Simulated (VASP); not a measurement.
## A VASP 6.6.1 single-point calculation on MgS

INCAR

```
ISIF = 2
NBANDS = 11
LWAVE = .FALSE.
PREC = Accurate
SIGMA = 0.01
NELM = 75
EDIFF = 1E-7
METAGGA = R2SCAN
ISMEAR = 0
LASPH = .TRUE.
IBRION = -1
NSW = 0
AMIX = 0.8
LCHARG = .FALSE.
ENCUT = 520
LREAL = Auto
ALGO = Normal
```

KPOINTS

```
KPOINTS created by Atomic Simulation Environment
0
Gamma
8 8 8
0 0 0
```

POSCAR

```
Mg S
 1.0000000000000000
     0.0000000000000000    2.4714420401999999    2.4714420401999999
     2.4714420401999999    0.0000000000000000    2.4714420401999999
     2.4714420401999999    2.4714420401999999    0.0000000000000000
 Mg  S
   1   1
Cartesian
  0.0000000000000000  0.0000000000000000  0.0000000000000000
  2.4714420401999999  2.4714420401999999  2.4714420401999999
```

The recommended PBE PAW datasets give the neutral cell 8 valence electrons.

Command

```
mpirun -np 1 vasp_std
```

Task: How does this run end, and what does it give?

Result: It converged. Results: gap between bands v and c on the k mesh 3.75 eV; least direct gap on the k mesh 5.87 eV; pressure 16.2 GPa. Band v is the last that the valence electrons fill when counted band by band, and c is the next.

OSZICAR

```
N       E                     dE             d eps       ncg     rms          rms(c)
DAV:   1     0.141501234975E+02    0.14150E+02   -0.39031E+03   662   0.627E+02
DAV:   2    -0.156410208146E+02   -0.29791E+02   -0.28787E+02   821   0.106E+02
DAV:   3    -0.167653220688E+02   -0.11243E+01   -0.11229E+01   813   0.216E+01
DAV:   4    -0.167714736132E+02   -0.61515E-02   -0.61513E-02   760   0.189E+00
DAV:   5    -0.167715223149E+02   -0.48702E-04   -0.48701E-04   785   0.160E-01    0.544E+00
DAV:   6    -0.152970420331E+02    0.14745E+01   -0.23890E+00   680   0.805E+00    0.601E+00
DAV:   7    -0.152922897255E+02    0.47523E-02   -0.89392E-02   719   0.164E+00    0.343E+00
DAV:   8    -0.152951424330E+02   -0.28527E-02   -0.49863E-03   757   0.640E-01    0.530E-01
DAV:   9    -0.152952209367E+02   -0.78504E-04   -0.68723E-04   713   0.244E-01    0.354E-01
DAV:  10    -0.152952352115E+02   -0.14275E-04   -0.63917E-06   801   0.206E-02    0.959E-02
DAV:  11    -0.152952350150E+02    0.19647E-06   -0.81994E-07   739   0.700E-03    0.989E-03
DAV:  12    -0.152952350407E+02   -0.25694E-07   -0.83760E-08   497   0.156E-03
   1 F= -.15295235E+02 E0= -.15295235E+02  d E =-.130056E-58
```

Standard output (part)

```
POSCAR found type information on POSCAR MgS
 POSCAR found :  2 types and       2 ions
|     You have a (more or less) 'small supercell' and for smaller cells       |
|     it is recommended to use the reciprocal-space projection scheme!        |
|     The real-space optimization is not efficient for small cells and it     |
|     is also less accurate ...                                               |
|     Therefore, set LREAL=.FALSE. in the INCAR file.                         |
 LDA part: xc-table for (None), standard interpolation
 POSCAR, INCAR and KPOINTS ok, starting setup
 WAVECAR not read
 entering main loop
```

For comparison, a separate r²SCAN run of the intended cell, on usual settings and not on those above, gives a gap of 3.75 eV on its mesh and a pressure of 16.2 GPa.
